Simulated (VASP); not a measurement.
# InP (F-43m) in VASP: notebook

The runs below take InP through single point, relaxation of cell and atoms, with PBE, HSE06.

Everything below comes from runs of VASP 6.6.1. Logs are shortened: lines on timing, memory, paths and dates and some standing lists are left out, and cuts for length are marked.

**What was measured.**

A printed reference work, data compilation reports, for a bulk crystal of InP at 1.6 K: band gap 1.4236 eV (direct).

How close the calculation comes is told below.

## (1) The cell of the first run

The structure is cubic, space group F-43m (No. 216). The conventional cell has a = 5.908 Å, b = 5.908 Å, c = 5.908 Å, α = 90.00°, β = 90.00°, γ = 90.00°. Within 3.4 Å of In (site symmetry -43m) lie 4 P at 2.56 Å. P (site symmetry -43m) has 4 In at 2.56 Å within 3.4 Å.

## (2) Single point, PBE

Input file INCAR:

```
SYSTEM = InP
PREC = Accurate ; ENCUT = 500
EDIFF = 1E-6 ; ISMEAR = 0
SIGMA = 0.01 ; LREAL = .False.
LASPH = .True. ; NELM = 120
ALGO = Normal ; ISIF = 2
LWAVE = .False. ; LCHARG = .False.
GGA = PE ; NBANDS = 16
GGA_COMPAT = .False.
```

Input file KPOINTS:

```
Automatic mesh
0
Gamma
  4 4 4
  0 0 0
```

Input file POSCAR:

```
InP
1.0
    0.0000000000      2.9538132889      2.9538132889
    2.9538132889      0.0000000000      2.9538132889
    2.9538132889      2.9538132889      0.0000000000
In P
1 1
Direct
    0.0000000000      0.0000000000      0.0000000000
    0.2500000000      0.2500000000      0.2500000000
```

Potentials or basis: VASP PAW PBE potentials, release 64 (In_d, P).

The run is started by

```
cat potpaw_PBE.64/In_d/POTCAR potpaw_PBE.64/P/POTCAR > POTCAR
mpirun -np 1 vasp_std > vasp.out
```

OUTCAR:

```text
SYSTEM = InP
   PREC = Accurate
   ENCUT = 500
   EDIFF = 1E-6
   ISMEAR = 0
   LREAL = .False.
   LASPH = .True.
   NELM = 120
   ISIF = 2
   GGA = PE

 ion  position               nearest neighbor table
   1  0.000  0.000  0.000-   2 2.56   2 2.56   2 2.56   2 2.56
   2  0.250  0.250  0.250-   1 2.56   1 2.56   1 2.56   1 2.56

  LATTYP: Found a face centered cubic cell.
 ALAT       =     5.9076265778

  Lattice vectors:

 A1 = (   0.0000000000,   2.9538132889,   2.9538132889)
 A2 = (   2.9538132889,   0.0000000000,   2.9538132889)
 A3 = (   2.9538132889,   2.9538132889,   0.0000000000)

Analysis of symmetry for initial positions (statically):
=====================================================================
 Subroutine PRICEL returns:
 Original cell was already a primitive cell.

 Routine SETGRP: Setting up the symmetry group for a
 face centered cubic supercell.

 Subroutine GETGRP returns: Found 24 space group operations
 (whereof 24 operations were pure point group operations)
 out of a pool of 48 trial point group operations.

The static configuration has the point symmetry T_d .

Analysis of symmetry for dynamics (positions and initial velocities):
=====================================================================
 Subroutine PRICEL returns:
 Original cell was already a primitive cell.

 Routine SETGRP: Setting up the symmetry group for a
 face centered cubic supercell.

 Subroutine GETGRP returns: Found 24 space group operations
 (whereof 24 operations were pure point group operations)
 out of a pool of 48 trial point group operations.

The dynamic configuration has the point symmetry T_d .

 Subroutine INISYM returns: Found 24 space group operations
 (whereof 24 operations are pure point group operations),
 and found     1 'primitive' translations

----------------------------------------------------------------------------------------

                                     Primitive cell

  volume of cell :      51.5441

  direct lattice vectors                    reciprocal lattice vectors
     0.000000000  2.953813289  2.953813289    -0.169272717  0.169272717  0.169272717
     2.953813289  0.000000000  2.953813289     0.169272717 -0.169272717  0.169272717
     2.953813289  2.953813289  0.000000000     0.169272717  0.169272717 -0.169272717

  length of vectors
     4.177322814  4.177322814  4.177322814     0.293188946  0.293188946  0.293188946

  position of ions in fractional coordinates (direct lattice)
     0.000000000  0.000000000  0.000000000
     0.250000000  0.250000000  0.250000000

  ion indices of the primitive-cell ions
   primitive index   ion index
                 1           1
                 2           2

----------------------------------------------------------------------------------------

 KPOINTS: Automatic mesh

Automatic generation of k-mesh.
 Grid dimensions read from file:
 generate k-points for:    4    4    4

 Generating k-lattice:

  Cartesian coordinates                     Fractional coordinates (reciprocal lattice)
    -0.042318179  0.042318179  0.042318179     0.250000000  0.000000000  0.000000000
     0.042318179 -0.042318179  0.042318179     0.000000000  0.250000000  0.000000000
     0.042318179  0.042318179 -0.042318179     0.000000000  0.000000000  0.250000000

  Length of vectors
     0.073297236  0.073297236  0.073297236

  Shift w.r.t. Gamma in fractional coordinates (k-lattice)
     0.000000000  0.000000000  0.000000000

 Subroutine IBZKPT returns following result:
 ===========================================

 Found      8 irreducible k-points:

 Following reciprocal coordinates:
            Coordinates               Weight
  0.000000  0.000000  0.000000      1.000000
  0.250000  0.000000  0.000000      8.000000
  0.500000  0.000000  0.000000      4.000000
  0.250000  0.250000  0.000000      6.000000
  0.500000  0.250000  0.000000     24.000000
 -0.250000  0.250000  0.000000     12.000000
  0.500000  0.500000  0.000000      3.000000
 -0.250000  0.500000  0.250000      6.000000
   k-points           NKPTS =      8   k-points in BZ     NKDIM =      8   number of bands    NBANDS=     16
   number of dos      NEDOS =    301   number of ions     NIONS =      2
   total plane-waves  NPLWV =  27000
   dimension x,y,z NGX =    30 NGY =   30 NGZ =   30
   dimension x,y,z NGXF=    60 NGYF=   60 NGZF=   60
   ions per type =               1   1
   NGX,Y,Z   is equivalent  to a cutoff of  11.94, 11.94, 11.94 a.u.
   NGXF,Y,Z  is equivalent  to a cutoff of  23.88, 23.88, 23.88 a.u.
 SYSTEM =  InP
   PREC   = accura    normal or accurate (medium, high low for compatibility)
   ISTART =      0    job   : 0-new  1-cont  2-samecut
   ICHARG =      2    charge: 1-file 2-atom 10-const
   ISPIN  =      1    spin polarized calculation?
   LNONCOLLINEAR =      F non collinear calculations
   LSORBIT =      F    spin-orbit coupling
   LASPH  =      T    aspherical Exc in radial PAW
   ENCUT  =  500.0 eV  36.75 Ry    6.06 a.u.   7.62  7.62  7.62*2*pi/ulx,y,z
   NELM   =    120;   NELMIN=  2; NELMDL= -5     # of ELM steps
   EDIFF  = 0.1E-05   stopping-criterion for ELM
   LREAL  =      F    real-space projection
   EDIFFG = 0.1E-04   stopping-criterion for IOM
   NSW    =      0    number of steps for IOM
   IBRION =     -1    ionic relax: 0-MD 1-quasi-New 2-CG
   NFREE  =      0    steps in history (QN), initial steepest desc. (CG)
   ISIF   =      2    stress and relaxation
   ISYM   =      2    0-nonsym 1-usesym 2-fastsym
   POTIM  = 0.5000    time-step for ionic-motion
   TEBEG  =    0.0;   TEEND  =   0.0 temperature during run
   PSTRESS=    0.0 pullay stress
   NELECT =      18.0000    total number of electrons
   NUPDOWN=      -1.0000    fix difference up-down
   EMIN   =  10.00;   EMAX   =-10.00  energy-range for DOS
   EFERMI =   0.00;   METHOD = LEGACY
   ISMEAR =     0;   SIGMA  =   0.01  broadening in eV -4-tet -1-fermi 0-gaus
   EFERMI_NEDOS =   21; number of points for ismear=-14 and -15
   IALGO  =     38    algorithm
   IMIX   =      4    mixing-type and parameters
     AMIX     =   0.40;   BMIX     =  1.00
     AMIX_MAG =   1.60;   BMIX_MAG =  1.00
  volume/ion in A,a.u.               =      25.77       173.92
  Fermi-wavevector in a.u.,A,eV,Ry     =   1.152850  2.178570 18.082987  1.329062
  Thomas-Fermi vector in A             =   2.289498
   LORBIT       =      0    0 simple, 1 ext, 2 COOP (PROOUT), +10 PAW based schemes
   GGA     = PE    functional components
   LHFCALC =     F    Hartree Fock is set to
   AEXX    =    0.0000 exact exchange contribution
   IVDW    =     0    specifies the selected vdW correction
   LEPSILON=     F    determine dielectric tensor
   LRPA    =     F    only Hartree local field effects (RPA)
 non-spin polarized calculation
 Gauss-broadening in eV      SIGMA  =   0.01
  energy-cutoff  :      500.00
  volume of cell :       51.54
 maximum number of plane-waves:      1363
   NGX = 15   NGY = 15   NGZ = 15

 number of electron      17.9999996 magnetization

 Free energy of the ion-electron system (eV)
  ---------------------------------------------------
  ext. energy  EPLUGINS =         0.00000000
  ---------------------------------------------------
  free energy    TOTEN  =        -8.29209385 eV

  energy without entropy =       -8.29209385  energy(sigma->0) =       -8.29209385

 E-fermi :   5.0400     XC(G=0):  -9.1581

 val. band max:        4.9766538027   @ k =   0.0000   0.0000   0.0000
 cond. band min:       5.5447119730   @ k =   0.0000   0.0000   0.0000
 fundamental gap:      0.5680581703
 Fermi energy:         5.0400047446

 k-point     1 :       0.0000    0.0000    0.0000
  band No.  band energies     occupation
      1      -9.2129      2.00000
      2      -9.2129      2.00000
      3      -9.2129      2.00000
      4      -9.0746      2.00000
      5      -9.0746      2.00000
      6      -6.3855      2.00000
[... 8 lines left out ...]
     15      14.3640      0.00000
     16      14.3640      0.00000

 k-point     2 :       0.2500    0.0000    0.0000
  band No.  band energies     occupation
      1      -9.2677      2.00000
      2      -9.1915      2.00000
      3      -9.1915      2.00000
      4      -9.0720      2.00000
      5      -9.0720      2.00000
      6      -5.7343      2.00000
[... 8 lines left out ...]
     15      13.5188      0.00000
     16      14.0451      0.00000

 k-point     3 :       0.5000    0.0000    0.0000
  band No.  band energies     occupation
      1      -9.3184      2.00000
      2      -9.1773      2.00000
      3      -9.1773      2.00000
      4      -9.0619      2.00000
      5      -9.0619      2.00000
      6      -4.7343      2.00000
[... 8 lines left out ...]
     15      15.5425      0.00000
     16      15.5425      0.00000

 k-point     4 :       0.2500    0.2500    0.0000
  band No.  band energies     occupation
      1      -9.3045      2.00000
      2      -9.1660      2.00000
      3      -9.1660      2.00000
      4      -9.0955      2.00000
      5      -9.0584      2.00000
      6      -5.5187      2.00000
[... 8 lines left out ...]
     15      14.9061      0.00000
     16      16.9064      0.00000

 k-point     5 :       0.5000    0.2500    0.0000
  band No.  band energies     occupation
      1      -9.3405      2.00000
      2      -9.1561      2.00000
      3      -9.1447      2.00000
      4      -9.0924      2.00000
      5      -9.0549      2.00000
      6      -4.4816      2.00000
[... 8 lines left out ...]
     15      15.6714      0.00000
     16      16.8154      0.00000

 k-point     6 :      -0.2500    0.2500    0.0000
  band No.  band energies     occupation
      1      -9.3138      2.00000
      2      -9.1709      2.00000
      3      -9.1639      2.00000
      4      -9.0754      2.00000
      5      -9.0695      2.00000
      6      -4.8535      2.00000
[... 8 lines left out ...]
     15      15.2336      0.00000
     16      16.7092      0.00000

 k-point     7 :       0.5000    0.5000    0.0000
  band No.  band energies     occupation
      1      -9.3806      2.00000
      2      -9.1206      2.00000
      3      -9.1170      2.00000
      4      -9.1170      2.00000
      5      -9.0423      2.00000
      6      -4.1026      2.00000
[... 8 lines left out ...]
     15      15.7069      0.00000
     16      16.7055      0.00000

 k-point     8 :      -0.2500    0.5000    0.2500
  band No.  band energies     occupation
      1      -9.3490      2.00000
      2      -9.1581      2.00000
      3      -9.1247      2.00000
      4      -9.0928      2.00000
      5      -9.0605      2.00000
      6      -4.0314      2.00000
[... 8 lines left out ...]
     15      16.1738      0.00000
     16      16.8885      0.00000

------------------------ aborting loop because EDIFF is reached ----------------------------------------

  FORCE on cell =-STRESS in cart. coord.  units (eV):
  Direction    XX          YY          ZZ          XY          YZ          ZX
  --------------------------------------------------------------------------------------
  -------------------------------------------------------------------------------------
  Total        0.5687549      0.5687549      0.5687549      0.0000000      0.0000000     -0.0000000
  in kB       17.6789555     17.6789555     17.6789555      0.0000000      0.0000000     -0.0000000
  external PRESSURE =      17.6789555 kB  Pullay stress =       0.0000000 kB

 VOLUME and BASIS-vectors are now :
 -----------------------------------------------------------------------------
  energy-cutoff  :      500.00
  volume of cell :       51.54
      direct lattice vectors                 reciprocal lattice vectors
     0.000000000  2.953813289  2.953813289    -0.169272717  0.169272717  0.169272717
     2.953813289  0.000000000  2.953813289     0.169272717 -0.169272717  0.169272717
     2.953813289  2.953813289  0.000000000     0.169272717  0.169272717 -0.169272717

 POSITION                                       TOTAL-FORCE (eV/Angst)
 -----------------------------------------------------------------------------------
      0.00000      0.00000      0.00000        -0.000000     -0.000000     -0.000000
      1.47691      1.47691      1.47691         0.000000      0.000000      0.000000
 -----------------------------------------------------------------------------------
    total drift:                                0.000000      0.000000     -0.000000

  FREE ENERGIE OF THE ION-ELECTRON SYSTEM (eV)
  ---------------------------------------------------
  free  energy   TOTEN  =        -8.2920938477 eV

  energy  without entropy=       -8.2920938477  energy(sigma->0) =       -8.29209385
```

Run time: 12 s. Hardware: 1 thread of Intel Xeon 8259CL, shared host; peak memory 0.16 GiB.

Results:

```
Free energy            : -8.2921 eV
Pressure               : 1.8 GPa
Band gap on the k mesh : 0.57 eV, direct
```

Caveat: the k points lie up to 0.46 Å⁻¹ apart; spin-orbit coupling is left out, which moves the levels of the heavy elements.

## (3) Single point, PBE

This run uses another cell than the first one, of 26.46 Å³/atom, 1.027 times its volume.

Input file INCAR:

```
PREC = Accurate ; ENCUT = 520
EDIFF = 1E-6 ; ISMEAR = -1
SIGMA = 0.02 ; LREAL = F
LASPH = T ; NELM = 100
ALGO = Normal ; ISIF = 2
LWAVE = F ; LCHARG = F
GGA = PE ; NBANDS = 16
```

Input file KPOINTS:

```
regular mesh
0
Gamma
  8 8 8
```

Input file POSCAR:

```
InP
1.0
    0.0000000000      2.9800342627      2.9800342627
    2.9800342627      0.0000000000      2.9800342627
    2.9800342627      2.9800342627      0.0000000000
In P
1 1
Direct
    0.0000000000      0.0000000000      0.0000000000
    0.2500000000      0.2500000000      0.2500000000
```

Potentials or basis: VASP PAW PBE potentials, release 64 (In_d, P).

The run is started by

```
cat potpaw_PBE.64/In_d/POTCAR potpaw_PBE.64/P/POTCAR > POTCAR
mpirun -np 1 vasp_std > vasp.out
```

OUTCAR:

```text
PREC = Accurate
   ENCUT = 520
   EDIFF = 1E-6
   ISMEAR = -1
   LREAL = F
   LASPH = T
   NELM = 100
   ISIF = 2
   GGA = PE

 ion  position               nearest neighbor table
   1  0.000  0.000  0.000-   2 2.58   2 2.58   2 2.58   2 2.58
   2  0.250  0.250  0.250-   1 2.58   1 2.58   1 2.58   1 2.58

  LATTYP: Found a face centered cubic cell.
 ALAT       =     5.9600685254

  Lattice vectors:

[... 638 lines left out ...]
     16      15.7934      0.00000

 [... further k-points ...]

------------------------ aborting loop because EDIFF is reached ----------------------------------------

  FORCE on cell =-STRESS in cart. coord.  units (eV):
  Direction    XX          YY          ZZ          XY          YZ          ZX
  --------------------------------------------------------------------------------------
  -------------------------------------------------------------------------------------
  Total       -0.0260392     -0.0260392     -0.0260392     -0.0000000      0.0000000      0.0000000
  in kB       -0.7882131     -0.7882131     -0.7882131     -0.0000000      0.0000000      0.0000000
  external PRESSURE =      -0.7882131 kB  Pullay stress =       0.0000000 kB

 VOLUME and BASIS-vectors are now :
 -----------------------------------------------------------------------------
  energy-cutoff  :      520.00
  volume of cell :       52.93
      direct lattice vectors                 reciprocal lattice vectors
     0.000000000  2.980034263  2.980034263    -0.167783306  0.167783306  0.167783306
     2.980034263  0.000000000  2.980034263     0.167783306 -0.167783306  0.167783306
     2.980034263  2.980034263  0.000000000     0.167783306  0.167783306 -0.167783306

 POSITION                                       TOTAL-FORCE (eV/Angst)
 -----------------------------------------------------------------------------------
      0.00000      0.00000      0.00000        -0.000000     -0.000000     -0.000000
      1.49002      1.49002      1.49002         0.000000      0.000000      0.000000
 -----------------------------------------------------------------------------------
    total drift:                               -0.000000     -0.000000     -0.000000

  FREE ENERGIE OF THE ION-ELECTRON SYSTEM (eV)
  ---------------------------------------------------
  free  energy   TOTEN  =        -8.4061942031 eV

  energy  without entropy=       -8.4061941452  energy(sigma->0) =       -8.40619417
```

stdout:

```text
POSCAR found type information on POSCAR InP
 POSCAR found :  2 types and       2 ions
 scaLAPACK will be used
 LDA part: xc-table for (Slater+PW92), standard interpolation
 POSCAR, INCAR and KPOINTS ok, starting setup
 FFT: planning ... GRIDC
 FFT: planning ... GRID_SOFT
 FFT: planning ... GRID
 WAVECAR not read
 entering main loop
```

Wall time 13 s (1 thread of Intel Xeon Platinum 8259CL at 2.50GHz (Skylake/Cascade Lake), shared host); peak memory 0.18 GiB.

What came out:

| Item | Value |
| --- | --- |
| Free energy | -8.4062 eV |
| Pressure | -0.1 GPa |
| Band gap on the k mesh | 0.44 eV, direct |

Levels at points of the mesh, in eV from the valence-band top:
| k point | band 7 | band 8 | band 9 | band 10 | band 11 | band 12 |
| --- | --- | --- | --- | --- | --- | --- |
| (0.00, 0.00, 0.00) | 0.00 | 0.00 | 0.00 | 0.44 | 4.09 | 4.09 |
| (0.50, 0.00, 0.00) | -5.47 | -0.90 | -0.90 | 1.38 | 4.80 | 4.80 |
| (0.50, 0.50, 0.00) | -5.54 | -2.16 | -2.16 | 1.85 | 2.26 | 8.91 |

Caveat: spin-orbit coupling is left out, which moves the levels of the heavy elements.

(Part 1 of 2 ends here.)
